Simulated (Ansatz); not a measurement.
**HfB: a hydrostatic pressure series**

An exercise on one series of results from a longer session: the logs are not shown, and one member is left open.

Program: Ansatz 0.2.0. Level of theory: DFT PBEsol, scalar-relativistic, plane waves, PAW. These are calculated values, not measurements.

2 further runs of the same task are left out: 2 set aside as unsound or not needed.

### The structure to begin with

It takes space group Fm-3m (No. 225, cubic). Conventional cell: a = 4.788 Å, b = 4.788 Å, c = 4.788 Å, α = 90.00°, β = 90.00°, γ = 90.00°. Around Hf (site symmetry m-3m) lie 6 B at 2.39 Å. B (site symmetry m-3m) has 6 Hf at 2.39 Å as nearest neighbours.

As a file:

```cif
data_structure
_symmetry_space_group_name_H-M 'P 1'
_symmetry_Int_Tables_number 1
_cell_length_a 3.3856
_cell_length_b 3.3856
_cell_length_c 3.3856
_cell_angle_alpha 60.000
_cell_angle_beta 60.000
_cell_angle_gamma 60.000
_cell_volume 27.44
loop_
_atom_site_label
_atom_site_type_symbol
_atom_site_fract_x
_atom_site_fract_y
_atom_site_fract_z
_atom_site_occupancy
Hf1 Hf 0.50000 0.50000 0.50000 1
B1 B 0.00000 0.00000 0.00000 1
```

This cell was relaxed beforehand with the same method: volume 13.72 Å³/atom, gap on the mesh none (metal).

Set-up of the first run:

The input, input.yaml:

```yaml
crystal:
  lattice:
    - [0.0, 2.4162993353, 2.4162993353]
    - [2.4162993353, 0.0, 2.4162993353]
    - [2.4162993353, 2.4162993353, 0.0]
  atoms:
    - { symbol: Hf, position: [0.5, 0.5, 0.5] }
    - { symbol: B, position: [0.0, 0.0, 0.0] }
basis:
  ecutwfc: 420
kpoints:
  mp_grid: { grid: [16, 16, 16] }
hamiltonian:
  xc: pbesol
scf:
  occupations: { method: gaussian, width: 0.1 }
output:
  forces: true
  stress: true
  eigenvalues: true
relax:
  adjacent_minimum: "off"
  f_tol: 0.008
  max_steps: 50
  cell: { stress_tol: 0.08, p_target: -3.0 }
```

Launch:

```bash
$ ansatz run input.yaml --threads 1 --pin off --max-ram 2560MiB --backend cpu --events-out ev --progress --plain --runs-dir out
```

Among the steps run: Relaxing at -3 GPa; 3 GPa; 8 GPa; Relaxing at 15 GPa; Target pressure 30 GPa; Target pressure 60 GPa.

One of the session's tables, all rows but one given; the rest of the session is left out.

Lengths are those of the vectors of the cell that was run:

| P (GPa) | V (Å³/atom) | a (Å) | b (Å) | c (Å) | ΔH (eV/atom) |
| --- | --- | --- | --- | --- | --- |
| -3 | 13.96 | 3.405 | 3.405 | 3.405 | -0.259 |
| 0 | 13.72 | 3.386 | 3.386 | 3.386 | 0.000 |
| 3 | 13.50 | 3.367 | 3.367 | 3.367 | 0.255 |
| 8 | 13.16 | 3.339 | 3.339 | 3.339 | 0.671 |
| 15 | 12.75 | 3.304 | 3.304 | 3.304 | 1.237 |
| 30 | ? | ? | ? | ? | ? |
| 60 | 11.00 | 3.145 | 3.145 | 3.145 | 4.547 |

**Question.** Estimate the row for P (GPa) = 30.

Worked estimate for «V (Å³/atom)». A straight line through the neighbours (15, 12.75) and (60, 11.00) gives 12.75 + (11.00 − 12.75) × (30 − 15) / (60 − 15) = 12.17; a parabola fitted to 3 rows on both sides gives 12.00.

The run gave: V (Å³/atom): 12.04; a (Å): 3.241; b (Å): 3.241; c (Å): 3.241; ΔH (eV/atom): 2.396. In «V (Å³/atom)» the line misses by +0.13 and the parabola by -0.04.

ΔH is E + PV over the energy at zero pressure; a, b and c are the vectors of the computed cell. 
